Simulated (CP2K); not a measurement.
A run of CP2K 2026.2 is set up as follows.

The input tisi2_scf.inp:

```
&GLOBAL
  PROJECT tisi2_scf
  RUN_TYPE ENERGY_FORCE
  PRINT_LEVEL LOW
&END GLOBAL
&FORCE_EVAL
  METHOD QS
  STRESS_TENSOR ANALYTICAL
  &DFT
    BASIS_SET_FILE_NAME BASIS_MOLOPT
    POTENTIAL_FILE_NAME GTH_POTENTIALS
    &MGRID
      CUTOFF 450
      REL_CUTOFF 60
      NGRIDS 4
    &END MGRID
    &QS
      METHOD GPW
      EPS_DEFAULT 1.0E-9
    &END QS
    &KPOINTS
      SCHEME MONKHORST-PACK 7 7 7
      GAMMA_CENTERED T
      SYMMETRY T
      SYMMETRY_BACKEND SPGLIB
    &END KPOINTS
    &SCF
      SCF_GUESS ATOMIC
      EPS_SCF 1.0E-6
      MAX_SCF 100
      ADDED_MOS 16
      CHOLESKY OFF
      EPS_EIGVAL 1.0E-7
      &DIAGONALIZATION ON
        ALGORITHM STANDARD
      &END DIAGONALIZATION
      &MIXING ON
        METHOD BROYDEN_MIXING
        ALPHA 0.4
        BETA 1.5
        NBUFFER 8
      &END MIXING
      &SMEAR ON
        METHOD FERMI_DIRAC
        ELECTRONIC_TEMPERATURE [K] 580.226
      &END SMEAR
    &END SCF
    &XC
      &XC_FUNCTIONAL PBE
      &END XC_FUNCTIONAL
    &END XC
    &PRINT
      &KPOINTS ON
      &END KPOINTS
      &MULLIKEN ON
      &END MULLIKEN
      &MO ON
        ENERGIES T
        OCCUPATION_NUMBERS T
        &EACH
          QS_SCF 0
        &END EACH
        ADD_LAST NUMERIC
      &END MO
      &E_DENSITY_CUBE ON
        STRIDE 1
      &END E_DENSITY_CUBE
      &V_HARTREE_CUBE ON
        STRIDE 1
      &END V_HARTREE_CUBE
      &ELF_CUBE ON
        STRIDE 1
      &END ELF_CUBE
    &END PRINT
  &END DFT
  &SUBSYS
    &CELL
      A 5.9267392795 0.0000000000 0.0000000000
      B 3.0661544397 3.8053596787 0.0000000000
      C 2.8605848398 -0.8044515599 3.7193574676
      PERIODIC XYZ
    &END CELL
    &COORD
      SCALED
      Ti  0.7500000000 0.7500000000 0.7500000000
      Ti  0.5000000000 0.5000000000 0.5000000000
      Si  0.4125656100 0.0874343900 0.4125656100
      Si  0.0874343900 0.4125656100 0.0874343900
      Si  0.1625656100 0.8374343900 0.1625656100
      Si  0.8374343900 0.1625656100 0.8374343900
    &END COORD
    &KIND Ti
      BASIS_SET SZV-MOLOPT-SR-GTH-q12
      POTENTIAL GTH-PBE-q12
    &END KIND
    &KIND Si
      BASIS_SET SZV-MOLOPT-SR-GTH-q4
      POTENTIAL GTH-PBE-q4
    &END KIND
    &PRINT
      &ATOMIC_COORDINATES ON
      &END ATOMIC_COORDINATES
      &CELL ON
      &END CELL
      &SYMMETRY ON
      &END SYMMETRY
    &END PRINT
  &END SUBSYS
  &PRINT
    &FORCES ON
    &END FORCES
    &STRESS_TENSOR ON
    &END STRESS_TENSOR
  &END PRINT
&END FORCE_EVAL
```

Potentials or basis: GTH_POTENTIALS Ti GTH-PBE-q12, Si GTH-PBE-q4; SZV-MOLOPT-SR-GTH basis.

Launch:

```sh
$ OMP_NUM_THREADS=1 cp2k.psmp -i tisi2_scf.inp -o tisi2_scf.out
```

(1) What does it give for the Mulliken charges?

(2) What does it give for the largest force?

Answers

(1) Ti +0.44; Si -0.22 e.

(2) 0.165 eV/Å.
